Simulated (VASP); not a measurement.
Level of theory: r2SCAN meta-GGA, VASP's PBE PAW potentials (set 64) (plane waves; VASP).

VASP ran on this input.

**INCAR**
```
ALGO = Normal
EDIFF = 1E-6
EDIFFG = -0.02
ENCUT = 530
IBRION = 2
ISIF = 3
ISMEAR = 0
LASPH = T
LCHARG = F
LMAXMIX = 4
LMIXTAU = T
LREAL = F
LWAVE = F
METAGGA = R2SCAN
NELM = 100
NSW = 60
PREC = Accurate
SIGMA = 0.05
SYSTEM = ZrO2
```

POSCAR:
```
ZrO2
1
   -0.0000000000     2.5335465063     2.5335465063
    2.5335465063    -0.0000000000     2.5335465063
    2.5335465063     2.5335465063     0.0000000000
Zr O
1 2
Direct
  0.0000000000   0.0000000000   0.0000000000
  0.2500000000   0.2500000000   0.2500000000
  0.7500000000   0.7500000000   0.7500000000
```

**KPOINTS**
```
kpoints
0
G
  7 7 7
```

POTCAR, in this order: Zr_sv O (PBE.64 set). Program: vasp_std.

What VASP printed:

**OSZICAR**
```
       N       E                     dE             d eps       ncg     rms          rms(c)
DAV:   1     0.171785957862E+03    0.17179E+03   -0.15013E+04   640   0.160E+03
DAV:   2    -0.536102085355E+02   -0.22540E+03   -0.22158E+03   832   0.402E+02
DAV:   3    -0.616468649856E+02   -0.80367E+01   -0.80298E+01  1040   0.773E+01
DAV:   4    -0.618477308633E+02   -0.20087E+00   -0.20083E+00   824   0.918E+00
DAV:   5    -0.618509585059E+02   -0.32276E-02   -0.32275E-02   960   0.899E-01    0.264E+01
DAV:   6    -0.451722407038E+02    0.16679E+02   -0.19827E+01   864   0.431E+01    0.856E+00
DAV:   7    -0.463642127171E+02   -0.11920E+01   -0.24183E+00   680   0.137E+01    0.438E+00
DAV:   8    -0.461966745630E+02    0.16754E+00   -0.21859E+00   720   0.153E+01    0.243E+00
DAV:   9    -0.456565562324E+02    0.54012E+00   -0.83211E-01   680   0.104E+01    0.121E+00
DAV:  10    -0.457950190458E+02   -0.13846E+00   -0.87595E-02   728   0.332E+00    0.770E-01
DAV:  11    -0.458503640418E+02   -0.55345E-01   -0.11419E-02   744   0.102E+00    0.660E-01
DAV:  12    -0.458495981856E+02    0.76586E-03   -0.87697E-03   728   0.863E-01    0.419E-01
DAV:  13    -0.458493607416E+02    0.23744E-03   -0.12967E-02   760   0.851E-01    0.757E-02
DAV:  14    -0.458494274679E+02   -0.66726E-04   -0.47859E-04   768   0.275E-01    0.610E-02
DAV:  15    -0.458492516776E+02    0.17579E-03   -0.25702E-04   824   0.181E-01    0.571E-02
DAV:  16    -0.458496868529E+02   -0.43518E-03   -0.28959E-04   656   0.165E-01    0.169E-02
DAV:  17    -0.458496870395E+02   -0.18656E-06   -0.37956E-05   984   0.469E-02    0.538E-03
DAV:  18    -0.458496886488E+02   -0.16093E-05   -0.35721E-06   680   0.188E-02    0.284E-03
DAV:  19    -0.458496879248E+02    0.72395E-06   -0.12548E-06   504   0.127E-02
   1 F= -.45849688E+02 E0= -.45849688E+02  d E =-.458497E+02
       N       E                     dE             d eps       ncg     rms          rms(c)
DAV:   1    -0.460236916434E+02   -0.17400E+00   -0.67376E+00   760   0.283E+01    0.468E+00
DAV:   2    -0.458615620607E+02    0.16213E+00   -0.61309E-01   768   0.711E+00    0.190E+00
DAV:   3    -0.458376111131E+02    0.23951E-01   -0.10564E-01   968   0.299E+00    0.334E-01
DAV:   4    -0.458393293533E+02   -0.17182E-02   -0.14378E-02  1088   0.111E+00    0.345E-01
DAV:   5    -0.458393844727E+02   -0.55119E-04   -0.39301E-03   912   0.581E-01    0.112E-01
DAV:   6    -0.458398709964E+02   -0.48652E-03   -0.27644E-03   640   0.705E-01    0.124E-01
DAV:   7    -0.458412186737E+02   -0.13477E-02   -0.19276E-03   928   0.431E-01    0.192E-02
DAV:   8    -0.458412743157E+02   -0.55642E-04   -0.62093E-05   712   0.860E-02    0.154E-02
DAV:   9    -0.458412795858E+02   -0.52701E-05   -0.15390E-05   928   0.340E-02    0.296E-03
DAV:  10    -0.458412848529E+02   -0.52671E-05   -0.21980E-06   488   0.205E-02    0.304E-03
DAV:  11    -0.458412857359E+02   -0.88301E-06   -0.96958E-07   368   0.115E-02
   2 F= -.45841286E+02 E0= -.45841286E+02  d E =0.840219E-02
       N       E                     dE             d eps       ncg     rms          rms(c)
DAV:   1    -0.459269613303E+02   -0.85676E-01   -0.25512E+00   744   0.173E+01    0.295E+00
DAV:   2    -0.458632988085E+02    0.63663E-01   -0.22121E-01   760   0.430E+00    0.114E+00
DAV:   3    -0.458534330428E+02    0.98658E-02   -0.40404E-02   992   0.186E+00    0.203E-01
DAV:   4    -0.458545141273E+02   -0.10811E-02   -0.43532E-03  1000   0.623E-01    0.220E-01
DAV:   5    -0.458545615561E+02   -0.47429E-04   -0.21077E-03   936   0.405E-01    0.585E-02
DAV:   6    -0.458550145375E+02   -0.45298E-03   -0.88392E-04   640   0.389E-01    0.580E-02
DAV:   7    -0.458553476759E+02   -0.33314E-03   -0.40609E-04   944   0.194E-01    0.122E-02
DAV:   8    -0.458553676871E+02   -0.20011E-04   -0.26136E-05   864   0.627E-02    0.640E-03
DAV:   9    -0.458553722611E+02   -0.45739E-05   -0.68095E-06   856   0.239E-02    0.155E-03
DAV:  10    -0.458553724464E+02   -0.18531E-06   -0.42000E-07   384   0.797E-03
   3 F= -.45855372E+02 E0= -.45855372E+02  d E =-.568452E-02
```

File OUTCAR:
```
------------------------ aborting loop because EDIFF is reached ----------------------------------------
  FORCE on cell =-STRESS in cart. coord.  units (eV):
  Direction    XX          YY          ZZ          XY          YZ          ZX
  --------------------------------------------------------------------------------------
  Total       -0.0007366     -0.0007366     -0.0007366      0.0000000      0.0000000      0.0000000
  in kB       -0.0357574     -0.0357574     -0.0357574      0.0000000      0.0000000      0.0000000
  external PRESSURE =      -0.0357574 kB  Pullay stress =       0.0000000 kB
  volume of cell :       33.01
      direct lattice vectors                 reciprocal lattice vectors
    -0.000000000  2.545973134  2.545973134    -0.196388561  0.196388561  0.196388561
     2.545973134 -0.000000000  2.545973134     0.196388561 -0.196388561  0.196388561
     2.545973134  2.545973134 -0.000000000     0.196388561  0.196388561 -0.196388561
 POSITION                                       TOTAL-FORCE (eV/Angst)
 -----------------------------------------------------------------------------------
      0.00000      0.00000      0.00000        -0.000000     -0.000000     -0.000000
      1.27299      1.27299      1.27299         0.000000      0.000000      0.000000
      3.81896      3.81896      3.81896        -0.000000     -0.000000     -0.000000
 -----------------------------------------------------------------------------------
    total drift:                                0.000000      0.000000      0.000000
  FREE ENERGIE OF THE ION-ELECTRON SYSTEM (eV)
  ---------------------------------------------------
  free  energy   TOTEN  =       -45.8553724464 eV

  energy  without entropy=      -45.8553724464  energy(sigma->0) =      -45.85537245

 reached required accuracy - stopping structural energy minimisation
```
(Selected blocks of OUTCAR.)

### CONTCAR
```
ZrO2
   1.00000000000000
    -0.0000000000000000    2.5459731343127827    2.5459731343127827
     2.5459731343127827   -0.0000000000000000    2.5459731343127827
     2.5459731343127827    2.5459731343127827   -0.0000000000000000
  Zr              O
     1     2
Direct
     0.0000000000000000    0.0000000000000000    0.0000000000000000
     0.2500000000000000    0.2500000000000000    0.2500000000000000
     0.7500000000000000    0.7500000000000000    0.7500000000000000
```

The compound is ZrO2 in the fluorite structure, the high-temperature cubic form, which is unstable at 0 K; the monoclinic form is the stable one. This run relaxes it. Symmetry was kept, so distortions that lower it aren't found. The start is the result of an earlier pass.
